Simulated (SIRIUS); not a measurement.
Crystal: W.

```xyz
1
Lattice="-1.5823 1.5823 1.5823 1.5823 -1.5823 1.5823 1.5823 1.5823 -1.5823" Properties=species:S:1:pos:R:3 pbc="T T T"
W     0.0000    0.0000    0.0000
```

Base run:

```yaml
Program: SIRIUS 7.12.0
Functional: RPBE
Potentials_or_basis: PseudoDojo 0.4.1 PBE standard (scalar relativistic)
Cutoff: 1030 eV
Density_cutoff: 4119 eV
k_mesh: 12 × 12 × 12
Occupations: fermi-dirac, width 0.05 eV
Spin: no spin polarisation
```

Its results: band gap on the k mesh none (metal or under the smearing width); pressure 9.6 GPa.

Question: The run is repeated on the same cell with these changes: functional from RPBE to rPW86PBE; libxc names from ["XC_GGA_X_RPBE", "XC_GGA_C_PBE"] to ["XC_GGA_X_RPW86", "XC_GGA_C_PBE"]. What comes out?

Answer: Band gap on the k mesh none (metal or under the smearing width); pressure 15.0 GPa.

Caveats: the potentials were made for another functional, which shifts forces and pressure.

Not every run made on this cell is shown here.
